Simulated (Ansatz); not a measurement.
Crystal: Cs2AgBiBr6.

```
Bi Cs Ag Br
1.0
     0.00000    5.61610    5.61610
     5.61610    0.00000    5.61610
     5.61610    5.61610    0.00000
Bi Cs Ag Br
1 2 1 6
Direct
  0.00000 0.00000 0.00000
  0.75000 0.75000 0.75000
  0.25000 0.25000 0.25000
  0.50000 0.50000 0.50000
  0.74945 0.74945 0.25055
  0.25055 0.25055 0.74945
  0.74945 0.25055 0.25055
  0.74945 0.25055 0.74945
  0.25055 0.74945 0.74945
  0.25055 0.74945 0.25055
```

Base run:

| Item | Value |
| --- | --- |
| Program | Ansatz 0.2.0 |
| Functional | PBEsol |
| Potentials or basis | Ansatz PAW |
| Cutoff | 420 eV (not typed: the program's choice for these potentials) |
| k mesh | 4 × 4 × 4 |
| Occupations | fermi-dirac, width 0.05 eV |
| Spin | no spin polarisation |

Its results: band gap on the k mesh 1.17 eV, indirect (least direct gap 2.39 eV); pressure 0.0 GPa; largest force 0.302 eV/Å.

Q: After a change of settings the same cell gave: band gap on the k mesh 1.67 eV, indirect (least direct gap 2.85 eV); pressure 1.0 GPa; largest force 0.241 eV/Å. Which change was it?
A. functional from PBEsol to r2SCAN; cutoff from 420 eV (not typed: the program's choice for these potentials) to 500 eV (not typed: the program's choice for these potentials)
B. functional from PBEsol to RPBE
C. functional from PBEsol to revPBE
D. functional from PBEsol to LDA

A: A.

r2SCAN gives the wider gap, since meta-GGAs in the generalised Kohn-Sham scheme recover part of the derivative discontinuity.

Caveats: spin-orbit coupling is left out, which as a rule narrows the gap of such compounds by several tenths of an eV; the PAW data sets come from PBE, with cores solved anew for the run's functional, which leaves a small shift of forces and pressure.

Runs at the PBE level aren't shown here.
